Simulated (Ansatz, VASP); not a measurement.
**Be in VASP and in Ansatz**

The input INCAR:

```
SYSTEM = Be
ALGO = Normal
EDIFF = 1E-7
ENCUT = 520
GGA = PS
ISIF = 2
ISMEAR = 0
LASPH = .True.
LCHARG = .False.
LREAL = .False.
LWAVE = .False.
NBANDS = 12
NELM = 100
PREC = Accurate
SIGMA = 0.1
```

File KPOINTS:

```
k-points
0
Gamma
  6 6 4
  0 0 0
```

File POSCAR:

```
Be
1.0
    2.5336568174     -2.6847601120      0.0000000000
    2.5336568174      2.6847601120      0.0000000000
    0.0000000000      0.0000000000      5.1281777884
Be
4
Direct
    0.1617894600      0.8382105400      0.1965141100
    0.8382105400      0.1617894600      0.8034858900
    0.3382105400      0.6617894600      0.6965141100
    0.6617894600      0.3382105400      0.3034858900
```

Input for Ansatz:

```yaml
crystal:
  lattice:
    - [2.5336568174, -2.684760112, 0.0]
    - [2.5336568174, 2.684760112, 0.0]
    - [0.0, 0.0, 5.1281777884]
  atoms:
    - { symbol: Be, position: [0.16178946, 0.83821054, 0.19651411] }
    - { symbol: Be, position: [0.83821054, 0.16178946, 0.80348589] }
    - { symbol: Be, position: [0.33821054, 0.66178946, 0.69651411] }
    - { symbol: Be, position: [0.66178946, 0.33821054, 0.30348589] }
basis:
  ecutwfc: 420
kpoints:
  mp_grid: { grid: [6, 6, 4] }
hamiltonian:
  xc: pbesol
scf:
  occupations: { method: gaussian, width: 0.1 }
output:
  forces: true
  stress: true
  eigenvalues: true
```

Alike in both runs: task single point; functional PBEsol; k mesh 6 × 6 × 4; occupations gaussian, width 0.1 eV; no spin polarisation.

```csv
,VASP,Ansatz
version,VASP 6.6.1,Ansatz 0.2.0
potentials or method,"VASP PAW PBE potentials, release 64 (Be)","scalar-relativistic, plane waves, PAW"
plane-wave cutoff (eV),520,420
valence electrons in the cell,8,8
```

```tsv
	VASP	Ansatz	Ansatz less VASP
gap on the k mesh at the Fermi level (eV)	none	none	-
pressure (GPa)	-19.4	-19.4	-0.04
largest component of the traceless stress (GPa)	4.48	4.48	+0.004
rms of the force components (eV/Å)	0.233	0.233	+0.0001
```

Atom by atom the forces differ by 0.000 eV/Å (rms over components). A gap of «none» marks a metal or a gap that the smearing closes. The functional is the same, so the differences come from potentials, cutoffs and numerics.

Caveats: so large a pressure means that the cell lies far from this level's equilibrium, or that cutoff or potentials fall short (VASP); the potentials were made for another functional, which shifts forces and pressure (VASP).
